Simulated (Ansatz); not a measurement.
# SiNi3 (R-3m) in Ansatz: notebook

Runs on SiNi3. Level: PBEsol. Tasks: single point.

Everything below comes from runs of Ansatz 0.2.0. Logs are shortened: lines on timing, memory, paths and dates and some standing lists are left out, and cuts for length are marked.

## 1. Starting point

Symmetry: R-3m, No. 166, trigonal system. The conventional cell has a = 2.586 Å, b = 2.586 Å, c = 22.986 Å, α = 90.00°, β = 90.00°, γ = 120.00°. Ni (site symmetry 3m) is surrounded by 3 Si at 2.34 Å and 9 Ni at 2.52 to 2.59 Å. Ni (site symmetry -3m) has 12 Ni at 2.52 to 2.59 Å as nearest neighbours. Si (site symmetry -3m) has 6 Ni at 2.34 Å and 6 Si at 2.59 Å as nearest neighbours.

The cell comes from a database or a generator and needn't be the stable form of this composition.

## 2. Single point, PBEsol, collinear spin, ferrimagnetic start

input.yaml reads:

```yaml
crystal:
  lattice:
    - [1.2928041287, 0.7464008117, 7.661989331]
    - [-1.2928041287, 0.7464008117, 7.661989331]
    - [0.0, -1.4928016234, 7.661989331]
  atoms:
    - { symbol: Ni, position: [0.254733, 0.254733, 0.254733], spin: 1.0 }
    - { symbol: Ni, position: [0.5, 0.5, 0.5], spin: -0.5 }
    - { symbol: Ni, position: [0.745267, 0.745267, 0.745267], spin: 1.0 }
    - { symbol: Si, position: [0.0, 0.0, 0.0] }
hamiltonian:
  xc: pbesol
  pseudopotentials: { kind: paw }
magnetization:
  spin_polarized: true
kpoints:
  mp_grid: { grid: [12, 12, 12] }
scf:
  occupations: { method: fermi_dirac, width: 0.05 }
output:
  forces: true
  stress: true
  eigenvalues: true
```

Potentials or basis: Ansatz PAW.

Run with:

```console
$ ansatz run input.yaml --threads 2 --pin off --max-ram 5632MiB --backend cpu --events-out ev --progress --plain --runs-dir out
```

The log of the run:

```text
Warning: RAYON_NUM_THREADS=2 ignored (pool sized by the plan → 2); use --threads N
basis.fft_grid_basis auto: the FFT boxes are laid along the combinations [[1, 0, -1], [0, 1, -1], [0, 0, 1]] of the cell's own vectors, 2.586, 2.586 and 7.806 Å long. The dense box has 18×18×54 points. Along the cell's own vectors, as sized, it would have 54×54×54, 9.00 times as many. Of the 12 symmetry operations that the crystal satisfies within crystal.symmetry.tolerance (time reversal apart; of a slab, those that keep its plane) the dense box along the cell's own vectors carries 12, and the one as laid loses 8 of those. basis.fft_grid_basis: typed keeps the cell's own vectors: state it where this run's energies or levels are differenced outside the engine with another run's, or held beside a run that keeps those vectors.
Engine: ansatz 0.2.0, aarch64-unknown-linux-gnu
Pseudopotentials: kind: paw
Pseudopotential: Ni, paw, valence charge 18, recommended cutoff 420 eV (normal), Ni.paw.azcp
Pseudopotential: Si, paw, valence charge 4, recommended cutoff 420 eV (normal), Si.paw.azcp
Functional definition: PBEsol
  exchange = pbesol_x
  correlation = pbesol_c
Crystal: 4 atoms, lattice volume = 44.361 Å³
Basis set: ecut = 420 eV, 889 PW (Γ), FFT grids on a1−a3, a2−a3, a3, exchange–correlation on 36×36×108 points (8 copies of the dense FFT grid, shifted against one another)
Bands: 37, of which v1, the nominal top of the filled ones, is band 29 counted from 1 (28 counted from 0)
Symmetry: 12 space group operations
Space group: R-3m (ITA 166), of the structure as read, at distance tolerance 3.5e-5 Å
Magnetic group: BNS 166.97 (UNI 1327), of the structure as read, at distance tolerance 3.5e-5 Å
k-points: 189 of 1728
Non-local potential: Ni, projectors of the file, l = 0: 3, l = 1: 2, l = 2: 3, l = 3: 1
Non-local potential: Si, projectors of the file, l = 0: 2, l = 1: 2, l = 2: 2
PAW form: soft (Blöchl's): semilocal exchange-correlation on the pseudo side does not see the compensation charge
PAW frozen core: Ni, regenerated for the run's functional, and the local potential with it (the file was generated under x = pbe(κ = 0.804, μ = 0.2195149727645171), c = pbe(β = 0.06672455060314922))
PAW frozen core: Si, regenerated for the run's functional, and the local potential with it (the file was generated under x = pbe(κ = 0.804, μ = 0.2195149727645171), c = pbe(β = 0.06672455060314922))
PAW one-centre angular grid: Ni, 590 points (default); XC on 64 Gauss nodes
PAW one-centre angular grid: Si, 110 points (default); XC on 64 Gauss nodes
Initial density: superposition of atomic densities (chi_scale 0.1, normalization cell)
Starting moments: Σ|m| = 2.5 μB on 3 of 4 sites
Initial wavefunctions: pseudopotential atomic-orbital guess
Functional: x = pbesol(κ = 0.804, μ = 0.12345679012345678), c = pbesol(β = 0.046)
SCF iter   1: F=—  HF=-18034.761683 eV  |F-HF|=—  |Δ(HF+E_count)|=         —  Δρ=1.03e-1 (↑1.03e-1 ↓4.16e-2)  dr2=2.67e0  dr2_m=1.54e0  M=0.313 μB ∫|m|=1.084 μB  β_m=0.30  ethr=3.10e-3  ⟨swp⟩=5.1  Hψ=49706  notcnv=0  defer=36
Mixer restart at iter 1: flushing history
preconditioner: auto → Kerker (q_TF=auto, 2.853 Å⁻¹)  [metal: Δε(μ)=0.001 eV  Ē_g=8.197 eV  σ=0.050 eV  W_gap=0.00  n_scr=12 (ndim 8)  ℏωp=32.5 eV  f_vac=0.000  D(μ)=5.47/eV (n_scr^D=64)]
spin=Collinear: Kerker preconditioning applied to the charge; magnetization (m = ρ↑ − ρ↓) channel mixes plain (no charge-response kernel on spin).
SCF iter   2: F=—  HF=-18034.023603 eV  |F-HF|=—  |Δ(HF+E_count)|=   7.38e-1  Δρ=7.43e-2 (↑5.15e-2 ↓7.43e-2)  dr2=4.28e-1  dr2_m=1.51e0  M=-0.042 μB ∫|m|=0.806 μB  β_m=0.43  ethr=3.10e-3  ⟨swp⟩=2.1  Hψ=24051  notcnv=0  defer=617
SCF iter   3: F=—  HF=-18035.700272 eV  |F-HF|=—  |Δ(HF+E_count)|=    1.68e0  Δρ=5.62e-2 (↑3.75e-2 ↓5.62e-2)  dr2=4.98e-1  dr2_m=8.25e-1  M=-0.188 μB ∫|m|=0.603 μB  β_m=0.44  ethr=7.38e-4  ⟨swp⟩=2.6  Hψ=22480  notcnv=0  defer=621
SCF iter   4: F=—  HF=-18037.070429 eV  |F-HF|=—  |Δ(HF+E_count)|=    1.37e0  Δρ=3.80e-2 (↑7.24e-3 ↓3.80e-2)  dr2=6.08e-1  dr2_m=1.64e-1  M=-0.352 μB ∫|m|=0.400 μB  β_m=0.61  ethr=7.38e-4  ⟨swp⟩=2.9  Hψ=23794  notcnv=0  defer=671
SCF iter   5: F=—  HF=-18037.275104 eV  |F-HF|=—  |Δ(HF+E_count)|=   2.05e-1  Δρ=2.16e-2 (↑2.16e-2 ↓1.28e-2)  dr2=5.27e-1  dr2_m=1.10e-2  M=-0.349 μB ∫|m|=0.395 μB  β_m=0.50  ethr=7.38e-4  ⟨swp⟩=3.0  Hψ=24797  notcnv=0  defer=691
SCF iter   6: F=—  HF=-18037.217845 eV  |F-HF|=—  |Δ(HF+E_count)|=   5.73e-2  Δρ=6.99e-3 (↑6.99e-3 ↓2.35e-3)  dr2=1.70e-2  dr2_m=5.92e-3  M=-0.394 μB ∫|m|=0.449 μB  β_m=0.74  ethr=7.38e-4  ⟨swp⟩=2.1  Hψ=20482  notcnv=0  defer=741
SCF iter   7: F=—  HF=-18037.206392 eV  |F-HF|=—  |Δ(HF+E_count)|=   1.15e-2  Δρ=6.05e-3 (↑3.48e-3 ↓6.05e-3)  dr2=1.97e-2  dr2_m=2.02e-3  M=-0.444 μB ∫|m|=0.514 μB  β_m=0.87  ethr=2.93e-5  ⟨swp⟩=2.0  Hψ=23586  notcnv=0  defer=744
SCF iter   8: F=—  HF=-18037.215998 eV  |F-HF|=—  |Δ(HF+E_count)|=   9.61e-3  Δρ=1.81e-3 (↑5.47e-4 ↓1.81e-3)  dr2=1.91e-3  dr2_m=1.94e-4  M=-0.451 μB ∫|m|=0.520 μB  β_m=0.93  ethr=2.93e-5  ⟨swp⟩=2.0  Hψ=22450  notcnv=0  defer=744
SCF iter   9: F=—  HF=-18037.215988 eV  |F-HF|=—  |Δ(HF+E_count)|=   9.98e-6  Δρ=1.08e-3 (↑4.48e-4 ↓1.08e-3)  dr2=2.31e-4  dr2_m=2.14e-4  M=-0.456 μB ∫|m|=0.526 μB  β_m=0.97  ethr=3.29e-6  ⟨swp⟩=1.0  Hψ=15625  notcnv=0  defer=738
SCF iter  10: F=—  HF=-18037.216012 eV  |F-HF|=—  |Δ(HF+E_count)|=   2.40e-5  Δρ=8.55e-4 (↑8.55e-4 ↓3.21e-4)  dr2=4.20e-4  dr2_m=5.01e-5  M=-0.469 μB ∫|m|=0.542 μB  β_m=0.98  ethr=3.98e-7  ⟨swp⟩=2.0  Hψ=22138  notcnv=0  defer=738
SCF iter  11: F=—  HF=-18037.215972 eV  |F-HF|=—  |Δ(HF+E_count)|=   3.92e-5  Δρ=1.06e-4 (↑8.30e-5 ↓1.06e-4)  dr2=1.83e-5  dr2_m=8.86e-8  M=-0.472 μB ∫|m|=0.546 μB  β_m=0.87  ethr=3.98e-7  ⟨swp⟩=2.0  Hψ=19334  notcnv=0  defer=738
SCF iter  12: F=—  HF=-18037.215969 eV  |F-HF|=—  |Δ(HF+E_count)|=   3.78e-6  Δρ=8.53e-5 (↑8.53e-5 ↓7.37e-5)  dr2=1.01e-5  dr2_m=1.27e-7  M=-0.472 μB ∫|m|=0.547 μB  β_m=0.83  ethr=3.16e-8  ⟨swp⟩=2.5  Hψ=23795  notcnv=0  defer=738
SCF iter  13: F=—  HF=-18037.215968 eV  |F-HF|=—  |Δ(HF+E_count)|=   1.06e-6  Δρ=4.65e-5 (↑4.65e-5 ↓2.69e-5)  dr2=1.35e-6  dr2_m=4.26e-8  M=-0.472 μB ∫|m|=0.547 μB  β_m=0.87  ethr=1.74e-8  ⟨swp⟩=2.1  Hψ=17836  notcnv=0  defer=738
[...]
SCF 1 converged in 16 iterations: F = -18037.215968 eV  dr2 = 9.50e-10
[...]
SCF iter  16: F=—  HF=-18037.215959 eV  |F-HF|=—  |Δ(HF+E_count)|=   4.84e-5  Δρ=1.17e-3 (↑1.17e-3 ↓1.98e-4)  dr2=7.39e-4  dr2_m=1.08e-4  M=-0.436 μB ∫|m|=0.503 μB  β_m=0.73  ethr=3.30e-7  ⟨swp⟩=2.0  Hψ=22420  notcnv=0  defer=724
SCF iter  17: F=—  HF=-18037.215969 eV  |F-HF|=—  |Δ(HF+E_count)|=   9.67e-6  Δρ=1.21e-3 (↑1.21e-3 ↓6.92e-4)  dr2=1.23e-3  dr2_m=9.62e-5  M=-0.440 μB ∫|m|=0.508 μB  β_m=0.86  ethr=3.30e-7  ⟨swp⟩=2.3  Hψ=21658  notcnv=0  defer=724
SCF iter  18: F=—  HF=-18037.215936 eV  |F-HF|=—  |Δ(HF+E_count)|=   3.26e-5  Δρ=3.80e-4 (↑3.80e-4 ↓2.97e-4)  dr2=3.47e-5  dr2_m=3.78e-5  M=-0.447 μB ∫|m|=0.516 μB  β_m=0.93  ethr=3.30e-7  ⟨swp⟩=2.4  Hψ=18070  notcnv=0  defer=724
SCF iter  19: F=—  HF=-18037.216017 eV  |F-HF|=—  |Δ(HF+E_count)|=   8.05e-5  Δρ=9.67e-4 (↑9.67e-4 ↓8.18e-4)  dr2=1.32e-3  dr2_m=4.06e-6  M=-0.465 μB ∫|m|=0.537 μB  β_m=0.55  ethr=5.99e-8  ⟨swp⟩=2.0  Hψ=23496  notcnv=0  defer=724  recentre
SCF iter  20: F=—  HF=-18037.215972 eV  |F-HF|=—  |Δ(HF+E_count)|=   4.49e-5  Δρ=4.62e-4 (↑4.62e-4 ↓1.40e-4)  dr2=1.76e-4  dr2_m=1.07e-5  M=-0.467 μB ∫|m|=0.540 μB  β_m=0.74  ethr=5.99e-8  ⟨swp⟩=2.0  Hψ=21568  notcnv=0  defer=724
SCF iter  21: F=—  HF=-18037.215969 eV  |F-HF|=—  |Δ(HF+E_count)|=   3.16e-6  Δρ=1.64e-4 (↑1.64e-4 ↓1.18e-4)  dr2=3.86e-5  dr2_m=2.82e-7  M=-0.473 μB ∫|m|=0.547 μB  β_m=0.68  ethr=5.99e-8  ⟨swp⟩=1.5  Hψ=15965  notcnv=0  defer=724
SCF iter  22: F=—  HF=-18037.215968 eV  |F-HF|=—  |Δ(HF+E_count)|=   1.13e-6  Δρ=3.64e-5 (↑3.64e-5 ↓2.48e-5)  dr2=1.96e-6  dr2_m=3.25e-8  M=-0.472 μB ∫|m|=0.547 μB  β_m=0.69  ethr=5.99e-8  ⟨swp⟩=1.0  Hψ=13278  notcnv=0  defer=724
iter 23 did not close the SCF: its close was put off for a magnetic moment that had not settled (scf_convergence_deferred on its scf_iter line)
SCF iter  23: F=-18037.215968 eV  HF=-18037.215968 eV  |F-HF|=1.66e-8  |Δ(HF+E_count)|=   4.90e-8  Δρ=4.07e-6 (↑3.73e-6 ↓4.07e-6)  dr2=1.86e-8  dr2_m=1.09e-9  M=-0.472 μB ∫|m|=0.547 μB  β_m=0.84  ethr=1.72e-10  ⟨swp⟩=2.0  Hψ=39406  notcnv=0
iter 24 met the thresholds in force, and the SCF goes on: an eigenvalue changes by 1.35 meV, over its tolerance of 0.50 meV (output.eigenvalues, Limitations)
SCF iter  24: F=-18037.215968 eV  HF=-18037.215968 eV  |F-HF|=3.56e-8  |Δ(HF+E_count)|=   1.29e-9  Δρ=4.81e-6 (↑4.81e-6 ↓3.76e-6)  dr2=3.67e-8  dr2_m=1.98e-10  M=-0.472 μB ∫|m|=0.547 μB  β_m=0.70  ethr=3.21e-11  ⟨swp⟩=1.0  Hψ=30893  notcnv=0
SCF iter  25: F=-18037.215968 eV  HF=-18037.215968 eV  |F-HF|=4.11e-9  |Δ(HF+E_count)|=  9.75e-10  Δρ=1.63e-6 (↑1.63e-6 ↓1.32e-6)  dr2=4.29e-9  dr2_m=3.16e-11  M=-0.472 μB ∫|m|=0.547 μB  ethr=3.21e-11  ⟨swp⟩=1.0  Hψ=28777  notcnv=0
SCF 2 converged in 25 iterations: F = -18037.215968 eV  dr2 = 4.29e-9
SCF converged after 16 iterations
Magnetization: -0.4723 μB (28.7639 up, 29.2361 down)
Absolute magnetization: 0.5474 μB (∫|ρ↑−ρ↓|, with the PAW one-centre terms)
Spin contamination: 0.0177 ħ² per cell (⟨S²⟩ above its minimum at these occupations)
Per-site moments (μB) at R_I (Å): [(-0.07075544964959317, 0.966750644366412), (-0.362982420891849, 1.0375179765380758), (-0.07075544964959316, 0.9667506443664124), (0.0019210590153885525, 0.966750644366412)]
Free energy (F): -18037.215968 eV
Harris-Foulkes:  -18037.215968 eV  (|F-HF|=8.80e-10)
Internal energy: -18037.180892 eV  (E = F + TS)
E sigma→0 (E₀):  -18037.198430 eV
Entropy (-TS):   -0.035076 eV (-8.769 meV/atom)
Fermi energy:    16.728095 eV
--- Per-component energies (eV) ---
  E_band       = -881.285639
  E_kinetic    = 895.999652
  E_local      = -12609.106984  (includes V_loc(G=0)·N_el)
  E_nonlocal   = 1936.732036
  E_hartree    = 5425.717473
  E_xc         = -310.843096
  E_vxc        = -378.406254  (∫ρ·V_xc dr)
  E_paw        = -5286.323392  (= ΣΔE_a)
  E_vpaw       = -1577.940002  (= ΣTr[D̂ρ^β])
  E_aug_tail   = 0.001434  (compensation charges beyond the density's cutoff)
  E_ewald      = -8089.981441
  E_core_change = 0.623427  (= ΣΔE_core)
  E_smearing   = -0.035076  (= −TS)
  E_closure    = 0.000000  (closes the sum)
  Σ components = -18037.215968   (vs F -18037.215968, Δ=0.00e0)
--- Forces (eV/Å), atoms counted from 1 ---
  atom   1  Ni     0.00000000    -0.00000000     0.05907674
  atom   2  Ni    -0.00000000     0.00000000     0.00000000
  atom   3  Ni     0.00000000     0.00000000    -0.05907674
  atom   4  Si    -0.00000000     0.00000000     0.00000000
  max |Σ_I F_I| component: 6.94e-18 eV/Å
--- Stress (GPa, compression-positive) ---
       -5.829466       0.000000       0.000000
        0.000000      -5.829466       0.000000
        0.000000       0.000000      -7.095844
  P = ⅓ Tr σ = -6.2516 GPa (-62.516 kbar)
--- Band table (eV; the first three rows and the last of 378) ---
  k-point 0 ↑: bands = ["-86.1423", "-86.1421", "-85.6237", "-46.9003", "-46.8950", "-46.5307", "-46.5307", "-46.5304", "-46.5304", "-46.1632", "-46.1065", "-46.1065", "2.9458", "8.5949", "9.3165", "12.4435", "13.9505", "14.7951", "14.7951", "14.8925", "14.8925", "15.0187", "15.0448", "15.0448", "15.4826", "15.5416", "15.5416", "15.7961", "15.7961", "16.4660", "16.4660", "20.8002", "28.7449", "28.7449", "28.8439", "29.6907", "29.6907"]
  k-point 1 ↑: bands = ["-86.1414", "-86.1412", "-85.6228", "-46.8990", "-46.8941", "-46.5384", "-46.5383", "-46.5326", "-46.5324", "-46.1623", "-46.1139", "-46.1083", "3.1420", "8.7854", "9.5368", "12.5792", "13.9548", "14.6953", "14.7290", "14.7724", "14.8701", "14.9728", "15.0594", "15.0880", "15.2497", "15.4893", "15.5629", "15.8389", "15.8820", "16.4685", "17.0227", "20.8939", "26.3385", "27.3844", "28.7851", "30.3061", "31.2871"]
  k-point 2 ↑: bands = ["-86.1389", "-86.1387", "-85.6203", "-46.8954", "-46.8917", "-46.5600", "-46.5591", "-46.5379", "-46.5375", "-46.1601", "-46.1341", "-46.1134", "3.7261", "9.3470", "10.1617", "12.9374", "13.9070", "14.2278", "14.3858", "14.5593", "14.9527", "14.9896", "15.1734", "15.2244", "15.2625", "15.4049", "15.4950", "15.9715", "16.0380", "16.4708", "18.0181", "21.1813", "23.2778", "25.9622", "28.0777", "30.0055", "30.6136"]
  k-point 188 ↓: bands = ["-86.2325", "-86.2319", "-86.0649", "-47.0109", "-47.0011", "-46.6114", "-46.6114", "-46.6079", "-46.6079", "-46.5722", "-46.5722", "-46.5155", "2.9677", "7.8935", "11.0289", "11.5279", "13.7398", "14.6902", "14.6902", "14.7242", "14.7836", "14.7836", "14.8025", "14.8437", "14.8437", "15.4233", "15.4233", "15.6104", "15.6104", "16.1944", "16.1944", "23.0320", "25.1704", "28.7513", "28.7513", "29.6804", "29.6804"]
```

It took 89 s on 2 threads of Arm Neoverse V2, shared host; peak memory 0.74 GiB.

Results:

* Free energy: -18037.2160 eV
* Pressure: -6.3 GPa
* Largest force: 0.059 eV/Å
* Band gap on the k mesh: none (metal or under the smearing width)
* Net moment: -0.47 μB per cell
* Absolute moment: 0.55 μB per cell
* Site moments: Ni -0.07, -0.36; Si +0.00 μB

Forces on the atoms (eV/Å):
```
Ni   0.000  0.000  0.059
Ni   0.000  0.000  0.000
Ni   0.000  0.000 -0.059
Si   0.000  0.000  0.000
```

Stress tensor (GPa, compression positive):
```
-5.83  0.00  0.00
 0.00 -5.83  0.00
 0.00  0.00 -7.10
```

Caveat: the PAW data sets come from PBE, with cores solved anew for the run's functional, which leaves a small shift of forces and pressure; the starting moments weren't kept.

## 3. Single point, PBEsol, collinear spin, random start

input.yaml, as its differences from that of step 2:

```diff
@@ -6,5 +6,5 @@
   atoms:
-    - { symbol: Ni, position: [0.254733, 0.254733, 0.254733], spin: 1.0 }
-    - { symbol: Ni, position: [0.5, 0.5, 0.5], spin: -0.5 }
-    - { symbol: Ni, position: [0.745267, 0.745267, 0.745267], spin: 1.0 }
+    - { symbol: Ni, position: [0.254733, 0.254733, 0.254733], spin: 0.63 }
+    - { symbol: Ni, position: [0.5, 0.5, 0.5], spin: -0.78 }
+    - { symbol: Ni, position: [0.745267, 0.745267, 0.745267], spin: 0.95 }
     - { symbol: Si, position: [0.0, 0.0, 0.0] }
```

Potentials or basis: Ansatz PAW.

Run with:

```console
$ ansatz run input.yaml --threads 2 --pin off --max-ram 5632MiB --backend cpu --events-out ev --progress --plain --runs-dir out
```

Wall time 2.6 min (2 threads of Arm Neoverse V2, shared host); peak memory 0.74 GiB.

Results (log left out):

```
Free energy            : -18037.2160 eV
Pressure               : -6.3 GPa
Largest force          : 0.059 eV/Å
Band gap on the k mesh : none (metal or under the smearing width)
Net moment             : -0.47 μB per cell
Absolute moment        : 0.55 μB per cell
Site moments           : Ni -0.07, -0.36; Si +0.00 μB
```

Forces on the atoms (eV/Å):
```
Ni   0.000  0.000  0.059
Ni   0.000  0.000  0.000
Ni   0.000  0.000 -0.059
Si   0.000  0.000  0.000
```

Stress tensor (GPa, compression positive):
```
-5.83  0.00  0.00
 0.00 -5.83  0.00
 0.00  0.00 -7.10
```

Levels at points of the mesh, in eV from the Fermi level:
Spin up:
| k point | band 27 | band 28 | band 29 | band 30 | band 31 | band 32 |
| --- | --- | --- | --- | --- | --- | --- |
| (0.00, 0.00, 0.00) | -1.19 | -0.93 | -0.93 | -0.26 | -0.26 | 4.07 |
| (0.00, 0.00, -0.50) | -0.25 | 0.07 | 0.18 | 0.76 | 1.17 | 2.41 |
| (0.00, -0.50, -0.50) | -0.25 | -0.08 | 0.18 | 0.31 | 1.92 | 2.22 |
| (-0.50, -0.50, -0.50) | -1.24 | -0.90 | -0.90 | -0.26 | -0.26 | 6.32 |
Spin down:
| k point | band 27 | band 28 | band 29 | band 30 | band 31 | band 32 | band 33 | band 34 |
| --- | --- | --- | --- | --- | --- | --- | --- | --- |
| (0.00, 0.00, 0.00) | -1.24 | -1.16 | -1.16 | -0.54 | -0.54 | 3.99 | 12.02 | 12.02 |
| (0.00, 0.00, -0.50) | -0.34 | -0.26 | -0.07 | 0.75 | 0.93 | 2.36 | 5.15 | 6.11 |
| (0.00, -0.50, -0.50) | -0.34 | -0.26 | -0.11 | 0.05 | 1.89 | 2.11 | 5.49 | 6.47 |
| (-0.50, -0.50, -0.50) | -1.30 | -1.12 | -1.12 | -0.53 | -0.53 | 6.30 | 8.44 | 12.02 |

Caveat: the PAW data sets come from PBE, with cores solved anew for the run's functional, which leaves a small shift of forces and pressure; the starting moments weren't kept.
